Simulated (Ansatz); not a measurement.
# Au: energy change per atom and pressure as volume scale varies

Results calculated with Ansatz 0.2.0, not measured. Plane-wave DFT, scalar-relativistic PAW made under PBE with cores redone for the functional, no dispersion; the given relaxed cell is scaled uniformly, energy at zero smearing counts from the unscaled cell, pressure at the given Fermi-Dirac smearing is positive in compression.

The cell before it is scaled or strained (space group P6/mmm, No. 191):
```
Au
1.0
      4.7868     0.0000     0.0000
     -2.3934     4.1455     0.0000
      0.0000     0.0000     2.8608
Au
3
Direct
  1.00000 1.00000 0.00000
  0.33333 0.66667 0.50000
  0.66667 0.33333 0.50000
```

Settings of every row: spin polarised no; functional RPBE; wave cutoff 420 eV; smearing width 0.1 eV; k mesh 9x9x12.

Atom starting moment: 0 on all atoms.

Limits: no spin-orbit coupling, which can matter with elements this heavy; the cell comes from a prototype or a list of computed structures and needn't be the stable phase.

| row | volume scale | V (Å³/atom) | energy change per atom (meV) | pressure (GPa) |
| --- | --- | --- | --- | --- |
| 1 | 0.88 | 16.652 | 127.98 | 21.21 |
| 2 | 0.92 | 17.409 | 50.5 | 12.05 |
| 3 | 0.96 | 18.166 | 10.91 | 5.1 |
| 4 | 1.04 | 19.68 | ? | ? |
| 5 | 1.08 | 20.437 | 37.19 | -7.01 |
| 6 | 1.12 | 21.194 | 75.88 | -9.2 |

Question: what energy change per atom and pressure should row 4 give?

Worked fit of energy change per atom. Take u = (V_r/V)^(2/3) − 1 with V_r = 18.166 Å³ an atom, which is twice the finite (Eulerian) strain; such expansions in the strain, on which the Birch-Murnaghan equation of state is built, carry the rest volume and the bulk modulus. The shown rows have u = 0.05973, 0.02878, 0, -0.07553, -0.09767. Least squares give energy change per atom = 11.115 + 944.71 × u + 16644 × u² meV; a straight line predicts inner rows, each left out in turn, worse (root mean square 44 against 2.8 meV). The rows lie off it by 1.06, -1.59, -0.21, 2.48, -1.74 (root mean square 1.6 meV). The withheld row has u = -0.05197, so the fit gives 11.115 + 944.71 × (-0.05197) + 16644 × (-0.05197)² = 6.97 meV.

The calculation gave 10.56 meV. The fit lies 3.59 meV (34 % of the value, 3.1 % of the column's range) below it; its largest miss of a shown row is 2.48 meV.

Worked fit of pressure. Take u = (V_r/V)^(2/3) − 1 with V_r = 18.166 Å³ an atom, which is twice the finite (Eulerian) strain; such expansions in the strain, on which the Birch-Murnaghan equation of state is built, carry the rest volume and the bulk modulus. The shown rows have u = 0.05973, 0.02878, 0, -0.07553, -0.09767. Least squares give pressure = 5.119 + 221.68 × u + 780.5 × u² GPa; a straight line predicts inner rows, each left out in turn, worse (root mean square 2.1 against 0.18 GPa). The rows lie off it by 0.07, -0.10, -0.02, 0.16, -0.11 (root mean square 0.1 GPa). The withheld row has u = -0.05197, so the fit gives 5.119 + 221.68 × (-0.05197) + 780.5 × (-0.05197)² = -4.29 GPa.

The calculation gave -4.07 GPa. The fit lies 0.22 GPa (5.4 % of the value, 0.72 % of the column's range) below it; its largest miss of a shown row is 0.16 GPa.
